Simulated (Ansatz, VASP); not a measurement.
## One calculation of HfB, two programs

INCAR

```
PREC = Accurate ; ENCUT = 520
EDIFF = 1E-6 ; ISMEAR = 0
SIGMA = 0.1 ; LREAL = False
LASPH = True ; NELM = 80
ALGO = Normal ; ISIF = 2
LWAVE = False ; LCHARG = False
GGA = PE ; NBANDS = 21
```

Contents of KPOINTS:

```
regular mesh
0
Gamma
  6 6 4
```

Contents of POSCAR:

```
HfB
1.0
    4.1113963600      0.0000000000      0.0000000000
   -2.0556981800      3.5605737000      0.0000000000
    0.0000000000      0.0000000000      3.9083932200
Hf B
2 2
Direct
    0.3333333300      0.6666666700      0.2442142800
    0.6666666700      0.3333333300      0.2442142800
    0.3333333300      0.6666666700      0.7384655900
    0.6666666700      0.3333333300      0.7384655900
```

Input for Ansatz:

```yaml
crystal:
  lattice:
    - [4.11139636, 0.0, 0.0]
    - [-2.05569818, 3.5605737, 0.0]
    - [0.0, 0.0, 3.90839322]
  atoms:
    - { symbol: Hf, position: [0.33333333, 0.66666667, 0.24421428] }
    - { symbol: Hf, position: [0.66666667, 0.33333333, 0.24421428] }
    - { symbol: B, position: [0.33333333, 0.66666667, 0.73846559] }
    - { symbol: B, position: [0.66666667, 0.33333333, 0.73846559] }
basis:
  ecutwfc: 420
kpoints:
  mp_grid: { grid: [6, 6, 4] }
hamiltonian:
  xc: pbe
scf:
  occupations: { method: gaussian, width: 0.1 }
  lower_state_search: "off"
output:
  forces: true
  stress: true
  eigenvalues: true
```

Alike in both runs: task single point; functional PBE; k mesh 6 × 6 × 4; occupations gaussian, width 0.1 eV; no spin polarisation.

|  | VASP | Ansatz |
| --- | --- | --- |
| version | VASP 6.6.1 | Ansatz 0.2.0 |
| potentials or method | VASP PAW PBE potentials, release 64 (Hf_pv, B) | scalar-relativistic, plane waves, PAW |
| plane-wave cutoff (eV) | 520 | 420 |
| valence electrons in the cell | 26 | 58 |

```tsv
	VASP	Ansatz	Ansatz less VASP
gap on the k mesh at the Fermi level (eV)	none	none	-
rms of the force components (eV/Å)	0.574	0.555	-0.0196
```

Atom by atom the forces differ by 0.020 eV/Å (rms over components). A gap of «none» marks a metal or a gap that the smearing closes. With one functional, cell and mesh, what is left measures potentials, basis and numerics. The two sets of potentials don't hold the same shells in valence.

Caveats: the k mesh is coarse (spacing up to 0.40 Å⁻¹), so the values aren't converged. The runs have no spin-orbit coupling, so splittings on Hf are missing.
